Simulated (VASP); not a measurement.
The system is C2H2, in a box.

```
C H
1.0
    12.70486    0.00000    0.00000
     0.00000   13.20486    0.00000
     0.00000    0.00000   13.70486
C H
2 2
Cartesian
  5.9528 6.8832 6.4739
  6.7610 6.4164 7.2397
  5.2359 7.2971 5.7946
  7.4780 6.0026 7.9187
```

Base run:

| Property | Result |
| --- | --- |
| Program | VASP 6.6.1 |
| Functional | rev-vdW-DF2 |
| Potentials or basis | VASP PAW PBE potentials, release 64 (C, H) |
| Cutoff | 400 eV |
| k mesh | 1 × 1 × 1 |
| Occupations | gaussian, width 0.01 eV |
| Spin | no spin polarisation |

Its results: gap between the frontier levels 6.67 eV; largest force 0.199 eV/Å.

The run is repeated on the same cell with these changes: functional from rev-vdW-DF2 to optB86b-vdW. What comes out?

Gap between the frontier levels 6.57 eV; largest force 0.122 eV/Å.

Caveats: the standard files for N, O and F lose accuracy on very short bonds; the PAW data sets were made with another functional, which shifts forces and pressure a little.

A k mesh can miss the band edges.

Not every run made on this cell is shown here.
